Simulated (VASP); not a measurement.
Input of a VASP 6.6.1 run:

The input INCAR:

```
SYSTEM = BaS
PREC     = Accurate       ! precision mode
ENCUT    = 520            ! plane-wave cutoff, eV
EDIFF    = 1E-6           ! SCF threshold, eV
ISMEAR   = -1             ! smearing method
SIGMA    = 0.1            ! smearing width, eV
LREAL    = .FALSE.        ! projectors in reciprocal space
LASPH    = .TRUE.         ! aspherical terms in the spheres
NELM     = 60             ! most SCF steps
ALGO     = Normal         ! electronic algorithm
ISIF     = 2              ! what is computed and relaxed
LWAVE    = .FALSE.        ! write WAVECAR
LCHARG   = .FALSE.        ! write CHGCAR
GGA      = PE             ! functional
NBANDS   = 15             ! bands
```

Contents of KPOINTS:

```
regular mesh
0
G
  7 7 7
  0 0 0
```

Contents of POSCAR:

```
BaS
1.0
    0.0000000000      3.2489610000      3.2489610000
    3.2489610000      0.0000000000      3.2489610000
    3.2489610000      3.2489610000      0.0000000000
Ba S
1 1
Direct
    0.0000000000      0.0000000000      0.0000000000
    0.5000000000      0.5000000000      0.5000000000
```

Potentials or basis: VASP PAW PBE potentials, release 64 (Ba_sv, S).

The run is started by

```sh
$ cat potpaw_PBE.64/Ba_sv/POTCAR potpaw_PBE.64/S/POTCAR > POTCAR
$ mpirun -np 1 vasp_std > vasp.out
```

Question: Estimate the band gap on the k mesh.

Answer: 2.24 eV, indirect (least direct gap 2.41 eV).

Question: Estimate the pressure.

Answer: -0.8 GPa.

Caveat: spin-orbit coupling is left out, which moves the levels of the heavy elements; an odd mesh through Γ misses points on the zone boundary, where band edges often lie.

The gap isn't set beside the measured one, since this odd mesh misses points on the zone boundary.
